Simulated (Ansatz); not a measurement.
Values for one crystal, relaxed and computed with the program Ansatz at the LDA level (PAW); other levels are named.

```yaml
volume_per_atom: 31.97 Å³
band_gap: 1.09 eV (direct)
Highest zone-centre frequency (without LO–TO term): 134 cm⁻¹
Static dielectric constant ε0 (ions relaxed, cell fixed): 6.95 (xx = yy), 7.18 (zz)
Pressure derivative B′: 5.2
conduction_band_minimum: at Γ
valence_band_maximum: at Γ
```

### Question
Which compound is it?
A) InP, wurtzite
B) TlBr, rock salt
C) AgI, wurtzite
D) CsI, CsCl type

### Answer
C, AgI, wurtzite

Space group P6_3mc (wurtzite). The cell was relaxed with LDA under the symmetry of its start; of distortions, only those at the zone centre were tested. No spin polarisation was allowed. Spin–orbit coupling is left out wherever it is not named.

Potentials: the later of the program's two PAW sets.
